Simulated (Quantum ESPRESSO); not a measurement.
A run of Quantum ESPRESSO 7.5:

Contents of pw.in:

```
&CONTROL
  calculation = 'scf'
  prefix = 'pwscf'
  outdir = './tmp'
  pseudo_dir = './pseudo'
  tprnfor = .true.
  tstress = .true.
  disk_io = 'low'
/
&SYSTEM
  ibrav = 0
  A = 3.18693112
  nat = 2
  ntyp = 2
  ecutwfc = 56
  ecutrho = 448
  nbnd = 19
  occupations = 'smearing'
  smearing = 'fd'
  degauss = 0.00367493
/
&ELECTRONS
  conv_thr = 4d-10
  electron_maxstep = 120
  mixing_beta = 0.5
/
ATOMIC_SPECIES
Ga    69.7230 ga_lda_v1.4.uspp.F.UPF
N     14.0070 n_lda_v1.2.uspp.F.UPF
CELL_PARAMETERS alat
   0.0000000000    0.7071067816    0.7071067816
   0.7071067816    0.0000000000    0.7071067816
   0.7071067816    0.7071067816    0.0000000000
ATOMIC_POSITIONS alat
Ga     0.0000000000    0.0000000000    0.0000000000
N      0.3535533908    0.3535533908    0.3535533908
K_POINTS automatic
6 6 6 1 1 1
```

Contents of relax.in:

```
&CONTROL
  calculation = 'vc-relax'
  prefix = 'pwscf'
  outdir = './tmp'
  pseudo_dir = './pseudo'
  tprnfor = .true.
  tstress = .true.
  disk_io = 'low'
  nstep = 40
  forc_conv_thr = 0.0001
  etot_conv_thr = 1d-06
/
&SYSTEM
  ibrav = 0
  A = 3.18693112
  nat = 2
  ntyp = 2
  ecutwfc = 56
  ecutrho = 448
  nbnd = 19
  occupations = 'smearing'
  smearing = 'fd'
  degauss = 0.00367493
/
&ELECTRONS
  conv_thr = 4d-10
  electron_maxstep = 120
  mixing_beta = 0.5
/
&IONS
  ion_dynamics = 'bfgs'
/
&CELL
  cell_dynamics = 'bfgs'
  press = 0
  press_conv_thr = 0.2
/
ATOMIC_SPECIES
Ga    69.7230 ga_lda_v1.4.uspp.F.UPF
N     14.0070 n_lda_v1.2.uspp.F.UPF
CELL_PARAMETERS alat
   0.0000000000    0.7071067816    0.7071067816
   0.7071067816    0.0000000000    0.7071067816
   0.7071067816    0.7071067816    0.0000000000
ATOMIC_POSITIONS alat
Ga     0.0000000000    0.0000000000    0.0000000000
N      0.3535533908    0.3535533908    0.3535533908
K_POINTS automatic
6 6 6 1 1 1
```

The input scf2.in:

```
&CONTROL
  calculation = 'scf'
  prefix = 'pwscf'
  outdir = './tmp'
  pseudo_dir = './pseudo'
  tprnfor = .true.
  tstress = .true.
  disk_io = 'low'
/
&SYSTEM
  ibrav = 0
  A = 3.15464663
  nat = 2
  ntyp = 2
  ecutwfc = 56
  ecutrho = 448
  nbnd = 19
  occupations = 'fixed'
/
&ELECTRONS
  conv_thr = 1d-13
  electron_maxstep = 120
  mixing_beta = 0.5
  startingpot = 'file'
  startingwfc = 'file'
/
ATOMIC_SPECIES
Ga    69.7230 ga_lda_v1.4.uspp.F.UPF
N     14.0070 n_lda_v1.2.uspp.F.UPF
CELL_PARAMETERS alat
   0.0000000000    0.7071067816    0.7071067816
   0.7071067816    0.0000000000    0.7071067816
   0.7071067816    0.7071067816    0.0000000000
ATOMIC_POSITIONS alat
Ga     0.0000000000    0.0000000000    0.0000000000
N      0.3535533908    0.3535533908    0.3535533908
K_POINTS automatic
6 6 6 1 1 1
```

The input ph.in:

```
phonons of GaN
&INPUTPH
  prefix = 'pwscf'
  outdir = './tmp'
  tr2_ph = 1d-18
  fildyn = 'dyn'
  niter_ph = 90
  alpha_mix(1) = 0.7
  epsil = .true.
/
0.0000000000 0.0000000000 0.0000000000
```

The input dynmat.in:

```
&INPUT
  fildyn = 'dyn'
  asr = 'crystal'
  lperm = .true.
  filout = 'dynmat.disp'
  fileig = 'dynmat.eig'
/
```

File dynmat_lo.in:

```
&INPUT
  fildyn = 'dyn'
  asr = 'crystal'
  filout = 'dynmat_lo.disp'
  fileig = 'dynmat_lo.eig'
  q(1) = 0
  q(2) = 0
  q(3) = 1
/
```

Potentials or basis: GBRV 1.5 LDA.

Launch:

```bash
$ OMP_NUM_THREADS=1 pw.x -in pw.in > pw.out
$ OMP_NUM_THREADS=1 pw.x -in relax.in > relax.out
$ OMP_NUM_THREADS=1 pw.x -in scf2.in > scf2.out
$ OMP_NUM_THREADS=1 ph.x -in ph.in > ph.out
$ OMP_NUM_THREADS=1 dynmat.x -in dynmat.in > dynmat.out
$ OMP_NUM_THREADS=1 dynmat.x -in dynmat_lo.in > dynmat_lo.out
```

Hardware: 1 thread of Intel(R) Xeon(R) 6975P-C (Granite Rapids) (shared host).

Q: Estimate the wall time of this run.

A: It took 2.8 min on 1 thread of Intel(R) Xeon(R) 6975P-C (Granite Rapids) (shared host), peak memory 0.14 GiB. Counts: scf iterations 47, k pools 1, bands 19, ion steps 4, k points 28, g dense 24693.
